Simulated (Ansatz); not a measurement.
## SiO2: pressure against volume, fitted

```
CELL_PARAMETERS angstrom
4.18010 0.00000 0.00000
0.00000 4.18010 0.00000
0.00000 0.00000 2.66780
ATOMIC_POSITIONS crystal
Si 0.00000 0.00000 0.00000
Si 0.50000 0.50000 0.50000
O 0.30670 0.30670 0.00000
O 0.19330 0.80670 0.50000
O 0.69330 0.69330 0.00000
O 0.80670 0.19330 0.50000
```

Atoms are numbered in the order listed.

The geometry is COD entry 9001276, unchecked; take it as a test cell.

All numbers below come from Ansatz 0.2.0, DFT, PBE, all-electron LAPW, scalar-relativistic.

Numerical set-up: a Γ-centred 6×6×9 k mesh, Fermi–Dirac smearing of 0.03 eV, basis error target 1 meV/atom, no spin polarisation.

The cell is scaled evenly. Fractional coordinates are held (clamped ions).

```tsv
V (Å³/atom)	P (GPa)
7.303	34.86
7.458	26.02
7.614	18.04
7.691	14.33
7.769	10.82
7.847	7.47
7.925	4.29
8.235	-6.95
```

Fit a third-order Birch–Murnaghan curve to the pressures.

P = (3B0/2)(y^(7/2) − y^(5/2))[1 + (3/4)(B0′ − 4)(y − 1)] with y = (V0/V)^(2/3) fits within 0.01 GPa for V0 = 8.036 Å³/atom, B0 = 298.6 GPa and B0′ = 4.16.

Predict the pressure at the withheld volume, 8.080 Å³/atom.

There y = 0.9964, so the fit gives -1.61 GPa; the run gave -1.62 GPa.
